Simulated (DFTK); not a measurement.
# HgTe (Coloradoite) (F-43m) in DFTK: equation of state

How stiff is HgTe (Coloradoite) in PBEsol, and what volume does it want? The cell is scaled to several volumes.

Everything below comes from runs of DFTK 0.8.2. Logs are shortened: lines on timing, memory, paths and dates and some standing lists are left out, and cuts for length are marked.

**Measured values to compare with.**

From a printed reference work, monograph, for a bulk crystal of HgTe: bulk modulus 43 GPa.

The runs below are set against these values where they give the same quantity.

### 1 Starting point

The structure is cubic, space group F-43m (No. 216). Conventional cell: a = 6.429 Å, b = 6.429 Å, c = 6.429 Å, α = 90.00°, β = 90.00°, γ = 90.00°. Hg (site symmetry -43m) is surrounded by 4 Te at 2.78 Å. Te (site symmetry -43m) has 4 Hg at 2.78 Å as nearest neighbours.

### 2 Equation of state, PBEsol

run.jl

```julia
using DFTK
using PseudoPotentialData
using Unitful, UnitfulAtomic
using LinearAlgebra, Printf
include("save.jl")
disable_threading()

# lattice vectors are the columns
lattice = austrip(1u"Å") * [           0.0         3.2145         3.2145;
                   3.2145            0.0         3.2145;
                   3.2145         3.2145            0.0]
symbols   = [:Hg, :Te]
positions = [[0.0, 0.0, 0.0],
             [0.75, 0.75, 0.75]]
pseudopotentials = PseudoFamily("dojo.nc.sr.pbesol.v0_4_1.standard.upf")
elements = Dict(s => ElementPsp(s, pseudopotentials) for s in unique(symbols))
atoms    = [elements[s] for s in symbols]

build_model(lattice, positions; symmetries=true) =
    model_DFT(lattice, atoms, positions;
              functionals=PBEsol(),
              temperature=austrip(0.05u"eV"),
              smearing=Smearing.FermiDirac(),
              symmetries)
Ecut  = 40.0  # hartree
kgrid = [7, 7, 7]
tol   = 1e-6
to_GPa = ustrip(uconvert(u"GPa", 1u"hartree/bohr^3"))

results["points"] = []
for scale in [0.94, 0.96, 0.98, 1.0, 1.02, 1.04, 1.06]
    println("\n=== scale = ", scale)
    model = build_model(cbrt(scale) * lattice, positions)
    basis = PlaneWaveBasis(model; Ecut, kgrid)
    t0 = time()
    scfres = self_consistent_field(basis;
                                   tol,
                                   nbandsalg=AdaptiveBands(model; n_bands_converge=23))
    seconds = time() - t0
    @printf "SCF: %d iterations, %.1f s\n" scfres.n_iter seconds
    forces = compute_forces_cart(scfres)
    stress = compute_stresses_cart(scfres)
    @printf "V = %.5f Å^3  F = %.8f Ha  max force = %.5f eV/Å  p = %.4f GPa\n" ustrip(auconvert(u"Å^3", model.unit_cell_volume)) scfres.energies.total ustrip(auconvert(u"eV/Å", maximum(norm, forces))) (-tr(stress) / 3 * to_GPa)
    push!(results["points"], save_scf!(scfres; forces, stress, d=Dict{String,Any}("seconds" => seconds, "n_matvec" => get(scfres, :n_matvec, 0))))
end

# third-order Birch-Murnaghan fit in x = V^(-2/3)
V = [0.94, 0.96, 0.98, 1.0, 1.02, 1.04, 1.06] * abs(det(lattice))
E = [p["total"] for p in results["points"]]
x = V .^ (-2 / 3)
c = [x .^ 0 x x .^ 2 x .^ 3] \ E
Δ = c[3]^2 - 3c[2] * c[4]
if Δ > 0
    x0 = (-c[3] + sqrt(Δ)) / 3c[4]
    B0 = 4 / 9 * x0^(7 / 2) * (2c[3] + 6c[4] * x0)
    @printf "V0 = %.4f Å^3  B0 = %.2f GPa\n" ustrip(auconvert(u"Å^3", x0^(-3 / 2))) B0 * to_GPa
end
```

Potentials or basis: dojo.nc.sr.pbesol.v0_4_1.standard.upf (PBEsol).

On the command line:

```bash
$ julia --threads=1 run.jl  # save.jl only writes the numbers to a file and isn't shown; printed stress counts tension as positive; times include loading and compiling
```

What it wrote:

```text
=== scale = 0.94
n     Energy            log10(ΔE)   log10(Δρ)   Diag   Δtime
---   ---------------   ---------   ---------   ----   ------
  1   -271.2189389374                   -1.02    4.5    18.6s
  2   -271.2368976257       -1.75       -1.65    1.1    8.86s
  3   -271.2380503618       -2.94       -1.98    2.9    10.9s
  4   -271.2381002815       -4.30       -2.47    1.5    9.36s
  5   -271.2381102822       -5.00       -3.04    1.5    9.23s
  6   -271.2381112262       -6.03       -3.33    2.3    11.2s
  7   -271.2381114295       -6.69       -3.89    1.1    8.18s
  8   -271.2381114538       -7.62       -4.37    2.1    11.2s
  9   -271.2381114558       -8.68       -4.61    1.9    10.7s
 10   -271.2381114566       -9.10       -5.57    1.6    9.55s
[... 56 further cycles ...]
  1   -271.2237303835                   -1.06    4.4    23.7s
  2   -271.2400606926       -1.79       -1.61    1.0    9.92s
  3   -271.2417031499       -2.78       -1.92    2.7    13.5s
  4   -271.2418006183       -4.01       -2.60    1.8    13.1s
  5   -271.2418079448       -5.14       -2.93    2.0    13.1s
  6   -271.2418091019       -5.94       -3.65    1.6    12.1s
  7   -271.2418091820       -7.10       -4.26    2.4    15.0s
  8   -271.2418091859       -8.41       -4.83    2.1    15.0s
  9   -271.2418091863       -9.43       -5.35    2.2    14.8s
 10   -271.2418091863      -10.50       -6.18    2.2    14.0s
SCF: 10 iterations, 146.4 s
V = 70.41678 Å^3  F = -271.24180919 Ha  max force = 0.00000 eV/Å  p = -0.7728 GPa
V0 = 69.0984 Å^3  B0 = 42.16 GPa
```

Wall time 35 min (1 thread of AMD EPYC 7R43 (Zen 3), shared host); peak memory 2.3 GiB.

What came out:

```yaml
Equilibrium_volume: 34.55 Å³/atom
Bulk_modulus: 42 GPa
Pressure_derivative_of_the_bulk_modulus: 5.2
```

Energy against volume, from the lowest point:
```
volume (Å³/atom)  energy (meV/atom)
          31.223              51.90
          31.887              31.83
          32.551              17.18
          33.215               7.34
          33.880               1.78
          34.544               0.00
          35.208               1.59
```

### 3 Single point, PBEsol, 31.22 Å³/atom (volume scaled by 0.94)

run.jl is that of step 2.

Potentials or basis: dojo.nc.sr.pbesol.v0_4_1.standard.upf (PBEsol).

On the command line:

```bash
$ julia --threads=1 run.jl  # one pass of the loop, scale = 0.94; save.jl only writes the numbers to a file and isn't shown; printed stress counts tension as positive; times include loading and compiling
```

It took 2 min on 1 thread of AMD EPYC 7R43 (Zen 3), shared host.

The run converged. Its results:

- Free energy: -7380.7650 eV
- Pressure: 5.5 GPa
- Band gap on the k mesh: none (metal or under the smearing width)

### 4 Single point, PBEsol, 31.89 Å³/atom (volume scaled by 0.96)

run.jl is that of step 3.

On the command line:

```bash
$ julia --threads=1 run.jl  # one pass of the loop, scale = 0.96; save.jl only writes the numbers to a file and isn't shown; printed stress counts tension as positive; times include loading and compiling
```

It took 2.6 min on 1 thread of AMD EPYC 7R43 (Zen 3), shared host.

It converged, with:

* Free energy: -7380.8052 eV
* Pressure: 4.1 GPa
* Band gap on the k mesh: none (metal or under the smearing width)

### 5 Single point, PBEsol, 32.55 Å³/atom (volume scaled by 0.98)

run.jl is that of step 4.

On the command line:

```bash
$ julia --threads=1 run.jl  # one pass of the loop, scale = 0.98; save.jl only writes the numbers to a file and isn't shown; printed stress counts tension as positive; times include loading and compiling
```

It took 2.6 min on 1 thread of AMD EPYC 7R43 (Zen 3), shared host.

It converged, with:

* Free energy: -7380.8345 eV
* Pressure: 2.9 GPa
* Band gap on the k mesh: none (metal or under the smearing width)

### 6 Single point, PBEsol, 33.22 Å³/atom

run.jl is that of step 5.

Potentials or basis: dojo.nc.sr.pbesol.v0_4_1.standard.upf (PBEsol).

On the command line:

```bash
$ julia --threads=1 run.jl  # one pass of the loop, scale = 1.0; save.jl only writes the numbers to a file and isn't shown; printed stress counts tension as positive; times include loading and compiling
```

Wall time 2.6 min (1 thread of AMD EPYC 7R43 (Zen 3), shared host).

Results (log left out):

```yaml
Free_energy: -7380.8541 eV
Pressure: 1.8 GPa
Band_gap_on_the_k_mesh: none (metal or under the smearing width)
```

### 7 Single point, PBEsol, 33.88 Å³/atom (volume scaled by 1.02)

run.jl is that of step 6.

On the command line:

```bash
$ julia --threads=1 run.jl  # one pass of the loop, scale = 1.02; save.jl only writes the numbers to a file and isn't shown; printed stress counts tension as positive; times include loading and compiling
```

Wall time 2.7 min (1 thread of AMD EPYC 7R43 (Zen 3), shared host).

Results (log left out):

| Property | Result |
| --- | --- |
| Free energy | -7380.8653 eV |
| Pressure | 0.9 GPa |
| Band gap on the k mesh | none (metal or under the smearing width) |

### 8 Single point, PBEsol, 34.54 Å³/atom (volume scaled by 1.04)

run.jl is that of step 7.

On the command line:

```bash
$ julia --threads=1 run.jl  # one pass of the loop, scale = 1.04; save.jl only writes the numbers to a file and isn't shown; printed stress counts tension as positive; times include loading and compiling
```

Wall time 2.6 min (1 thread of AMD EPYC 7R43 (Zen 3), shared host).

The run converged. Its results:

```
Free energy            : -7380.8688 eV
Pressure               : 0.0 GPa
Band gap on the k mesh : none (metal or under the smearing width)
```

### 9 Single point, PBEsol, 35.21 Å³/atom (volume scaled by 1.06)

run.jl is that of step 8.

Potentials or basis: dojo.nc.sr.pbesol.v0_4_1.standard.upf (PBEsol).

On the command line:

```bash
$ julia --threads=1 run.jl  # one pass of the loop, scale = 1.06; save.jl only writes the numbers to a file and isn't shown; printed stress counts tension as positive; times include loading and compiling
```

It took 2.4 min on 1 thread of AMD EPYC 7R43 (Zen 3), shared host.

It converged, with:

* Free energy: -7380.8656 eV
* Pressure: -0.8 GPa
* Band gap on the k mesh: none (metal or under the smearing width)

### 10 Comparison with measurements

Step 2. A measured bulk modulus of HgTe is 43 GPa (a printed reference work, monograph); the calculated 42 GPa misses it by -2.0 %. The fit is for a static lattice scaled at fixed shape and fixed fractional positions.
